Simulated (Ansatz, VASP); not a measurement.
This is a calculation of Hf for Ansatz 0.2.0.

input.yaml

```yaml
crystal:
  lattice:
    - [4.9951936113, 0.0, 0.0]
    - [-2.4975968057, 4.3259645642, 0.0]
    - [0.0, 0.0, 3.1066714698]
  atoms:
    - { symbol: Hf, position: [0.0, 0.0, 0.0] }
    - { symbol: Hf, position: [0.3333333333, 0.6666666667, 0.5] }
    - { symbol: Hf, position: [0.6666666667, 0.3333333333, 0.5] }
hamiltonian:
  xc: pbesol
  pseudopotentials: { kind: paw }
kpoints:
  mp_grid: { grid: [6, 6, 9] }
scf:
  occupations: { method: fermi_dirac, width: 0.05 }
output:
  forces: true
  stress: true
  eigenvalues: true
```

Potentials or basis: Ansatz PAW.

The run is started by

```sh
$ ansatz run input.yaml --threads 1 --pin off --max-ram 3584MiB --backend cpu --events-out ev --progress --plain --runs-dir out
```

Task: Translate it to VASP 6.6.1. Potentials there: VASP PAW PBE potentials, release 64 (Hf_pv).

Result: As run (the cutoff follows the program's own potentials):

The input INCAR:

```
  ALGO = Normal
  EDIFF = 1E-7
  ENCUT = 520
  GGA = PS
  ISIF = 2
  ISMEAR = -1
  LASPH = True
  LCHARG = False
  LREAL = False
  LWAVE = False
  NBANDS = 22
  NELM = 80
  PREC = Accurate
  SIGMA = 0.05
```

File KPOINTS:

```
k-points
0
Gamma
  6 6 9
```

Contents of POSCAR:

```
Hf
1.0
    4.9951936113      0.0000000000      0.0000000000
   -2.4975968057      4.3259645642      0.0000000000
    0.0000000000      0.0000000000      3.1066714698
Hf
3
Direct
    0.0000000000      0.0000000000      0.0000000000
    0.3333333333      0.6666666667      0.5000000000
    0.6666666667      0.3333333333      0.5000000000
```

Potentials or basis: VASP PAW PBE potentials, release 64 (Hf_pv).

Launch:

```bash
$ cat potpaw_PBE.64/Hf_pv/POTCAR > POTCAR
$ mpirun -np 1 vasp_std > vasp.out
```

Both were run:

|  | VASP | Ansatz | Ansatz less VASP |
| --- | --- | --- | --- |
| gap on the k mesh at the Fermi level (eV) | none | none | - |
| pressure (GPa) | -5.1 | -4.7 | +0.38 |
| largest component of the traceless stress (GPa) | 0.36 | 0.27 | -0.097 |

A gap of «none» marks a metal or a gap that the smearing closes. The two sets of potentials don't hold the same shells in valence.

Caveats: the PAW data sets were made with another functional, which shifts forces and pressure a little (VASP); the PAW data sets come from PBE, with cores solved anew for the run's functional, which leaves a small shift of forces and pressure (Ansatz). Spin-orbit coupling is left out, which matters for the levels of Hf.
